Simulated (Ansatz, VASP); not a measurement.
## SnSe: VASP beside Ansatz

File INCAR:

```
PREC     = Accurate       # precision mode
ENCUT    = 520            # plane-wave cutoff, eV
EDIFF    = 1E-7           # SCF threshold, eV
ISMEAR   = -1             # smearing method
SIGMA    = 0.05           # smearing width, eV
LREAL    = F              # projectors in reciprocal space
LASPH    = T              # aspherical terms in the spheres
NELM     = 80             # most SCF steps
ALGO     = Normal         # electronic algorithm
ISIF     = 2              # what is computed and relaxed
LWAVE    = F              # write WAVECAR
LCHARG   = T              # write CHGCAR
GGA      = CA             # functional
LELF     = T              # ELF
LVHAR    = T            
NBANDS   = 28             # bands
```

Contents of KPOINTS:

```
Automatic mesh
0
Gamma
  6 6 3
```

POSCAR

```
SnSe
1.0
    4.3137078980      0.0000000000      0.0000000000
    0.0000000000      4.3137078980      0.0000000000
    0.0000000000      0.0000000000     11.0634802918
Sn Se
2 2
Direct
    0.0000000000      0.5000000000      0.6277708900
    0.5000000000      0.0000000000      0.3722291100
    0.0000000000      0.5000000000      0.3839605100
    0.5000000000      0.0000000000      0.6160394900
```

input.yaml

```yaml
crystal:
  lattice:
    - [4.313707898, 0.0, 0.0]
    - [0.0, 4.313707898, 0.0]
    - [0.0, 0.0, 11.0634802918]
  atoms:
    - { symbol: Sn, position: [0.0, 0.5, 0.62777089] }
    - { symbol: Sn, position: [0.5, 0.0, 0.37222911] }
    - { symbol: Se, position: [0.0, 0.5, 0.38396051] }
    - { symbol: Se, position: [0.5, 0.0, 0.61603949] }
hamiltonian:
  xc: lda
  pseudopotentials: { kind: paw }
kpoints:
  mp_grid: { grid: [6, 6, 3] }
scf:
  occupations: { method: fermi_dirac, width: 0.05 }
output:
  forces: true
  stress: true
  eigenvalues: true
  write_density: true
  write_potential: true
  elf: true
  volumetric_format: npy
```

Alike in both runs: task single point; functional LDA; k mesh 6 × 6 × 3; occupations fermi-dirac, width 0.05 eV; no spin polarisation.

```csv
,VASP,Ansatz
version,VASP 6.6.1,Ansatz 0.2.0
potentials or method,"VASP PAW LDA potentials, release 64 (Sn_d, Se)",Ansatz PAW
plane-wave cutoff (eV),520,420
valence electrons in the cell,40,60
```

Ansatz gave:

- gap on the k mesh at the Fermi level (eV): 1.48
- least direct gap on the mesh (eV): 1.48
- rms of the force components (eV/Å): 0.162

Q: Which values does VASP return?

A: gap on the k mesh at the Fermi level (eV): 1.47; least direct gap on the mesh (eV): 1.47; rms of the force components (eV/Å): 0.150.

Atom by atom the forces differ by 0.012 eV/Å (rms over components). The two sets of potentials don't hold the same shells in valence.

Caveats: spin-orbit coupling is left out, which moves the levels of the heavy elements; odd divisions of the mesh miss points on the zone boundary, where band edges often lie, so the gap on the mesh can be too wide (Ansatz); the PAW data sets come from PBE, with cores solved anew for the run's functional, which leaves a small shift of forces and pressure (Ansatz).
